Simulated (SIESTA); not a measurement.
The system is NiO2.

```
CELL_PARAMETERS angstrom
2.79878 0.00000 0.00000
-1.39939 2.42382 0.00000
0.00000 0.00000 4.61827
ATOMIC_POSITIONS crystal
Ni 0.00000 0.00000 0.50000
O 0.33333 0.66667 0.29396
O 0.66667 0.33333 0.70604
```

The cell comes from a database or a generator and needn't be the stable form of this composition.

| Quantity | Value |
| --- | --- |
| Program | SIESTA 5.4.2 |
| Task | single point |
| Functional | PBEsol |
| Potentials or basis | PseudoDojo 0.4 standard (PBEsol files) |
| Basis | DZP (energy shift 0.003 Ry; two zetas on semicore shells) |
| Grid cutoff | 800 Ry |
| Energy shift | 0.003 Ry |
| k mesh | 11 × 11 × 6 |
| Occupations | fermi-dirac, width 0.05 eV |
| Spin | collinear spin, ferromagnetic start |
| Starting moments | [1.0, 0.0, 0.0] μB |

On this cell: pressure -2.3 GPa; largest force 0.077 eV/Å; net moment 0.00 μB per cell; band gap on the k mesh 0.82 eV, indirect (least direct gap 1.09 eV).

The same run follows on a disturbed copy (atoms moved at random, drawn with an rms of 0.05 Å):

```
CELL_PARAMETERS angstrom
2.79878 0.00000 0.00000
-1.39939 2.42382 0.00000
0.00000 0.00000 4.61827
ATOMIC_POSITIONS crystal
Ni 0.02051 0.02533 0.49286
O 0.32709 0.67812 0.29194
O 0.68161 0.33238 0.71194
```

Question: What does the disturbed cell give?

Answer: The energy moves by +29.0 meV/atom; pressure -3.9 GPa; largest force 1.705 eV/Å; net moment 0.00 μB per cell; band gap on the k mesh 0.72 eV, indirect (least direct gap 1.00 eV).

Forces on the atoms (eV/Å):
```
Ni  -0.429 -1.042  1.279
O    0.717  0.396 -0.320
O   -0.288  0.645 -0.960
```

Stress tensor (GPa, compression positive):
```
-3.37 -1.84 -4.86
-1.84 -3.79  1.45
-4.86  1.45 -4.65
```

Caveats: short orbitals over semicore shells can move pressures by several GPa; an odd mesh through Γ misses points on the zone boundary, where band edges often lie; the basis of atomic orbitals isn't converged, which shifts pressures, moduli and gaps.
